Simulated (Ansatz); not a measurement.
# SiC: band structure with PBE

The system is SiC.

```
Si C
1.0
     3.07569    0.00000    0.00000
    -1.53785    2.66363    0.00000
     0.00000    0.00000   10.07065
Si C
4 4
Direct
  0.00000 0.00000 0.18789
  0.00000 0.00000 0.68789
  0.33333 0.66667 0.43784
  0.66667 0.33333 0.93784
  0.00000 0.00000 0.00046
  0.00000 0.00000 0.50046
  0.33333 0.66667 0.24980
  0.66667 0.33333 0.74980
```

The cell is a database's computed one.

| Property | Result |
| --- | --- |
| Program | Ansatz 0.2.0 |
| Task | band structure |
| Functional | PBE |
| Potentials or basis | Ansatz PAW polarizable |
| Cutoff | 420 eV (not typed: the program's choice for these potentials) |
| k mesh | 10 × 10 × 3 |
| Occupations | fermi-dirac, width 0.05 eV |
| Spin | no spin polarisation |
| Path | [["G", "M", "K", "G", "A", "L", "H", "A"], ["L", "M"], ["K", "H"]] |
| Points for each segment of the path | 10 |

* Pressure: 3.9 GPa
* Largest force: 0.006 eV/Å
* Band gap on the k mesh: 2.23 eV, indirect (least direct gap 3.35 eV)
* Band gap along the path: 2.23 eV, indirect (least direct gap 3.35 eV)

Forces on the atoms (eV/Å):
```
Si   0.000  0.000  0.003
Si   0.000  0.000  0.003
Si   0.000  0.000 -0.006
Si   0.000  0.000 -0.006
C    0.000  0.000 -0.002
C    0.000  0.000 -0.002
C    0.000  0.000  0.006
C    0.000  0.000  0.006
```

Stress tensor (GPa, compression positive):
```
3.97 0.00 0.00
0.00 3.97 0.00
0.00 0.00 3.83
```

Levels at the corners of the path, in eV from the valence-band top:
```tsv
point	band 12	band 13	band 14	band 15	band 16	band 17	band 18	band 19	band 20	band 21
Γ	-0.58	-0.58	-0.05	0.00	0.00	5.11	5.69	6.30	6.33	6.99
M	-2.39	-2.36	-2.22	-1.58	-1.12	2.23	2.36	4.23	4.76	5.31
K	-4.38	-4.00	-2.87	-2.87	-1.67	3.98	3.98	5.19	5.60	5.60
Γ	-0.58	-0.58	-0.05	0.00	0.00	5.11	5.69	6.30	6.33	6.99
A	-1.04	-0.21	-0.21	-0.21	-0.21	5.32	5.32	6.78	6.78	7.08
L	-3.02	-2.50	-2.50	-1.55	-1.55	2.64	2.64	4.22	4.22	6.13
H	-5.03	-2.75	-2.75	-2.45	-2.45	3.24	3.24	6.69	6.69	6.72
A	-1.04	-0.21	-0.21	-0.21	-0.21	5.32	5.32	6.78	6.78	7.08
L	-3.02	-2.50	-2.50	-1.55	-1.55	2.64	2.64	4.22	4.22	6.13
M	-2.39	-2.36	-2.22	-1.58	-1.12	2.23	2.36	4.23	4.76	5.31
K	-4.38	-4.00	-2.87	-2.87	-1.67	3.98	3.98	5.19	5.60	5.60
H	-5.03	-2.75	-2.75	-2.45	-2.45	3.24	3.24	6.69	6.69	6.72
```

Run time: 5.8 s on 2 threads of AMD EPYC 9R14 (Zen 4), with other jobs on the host, peak memory 0.48 GiB.

Expect the measured gap to be larger: semilocal functionals such as PBE lack the derivative discontinuity.
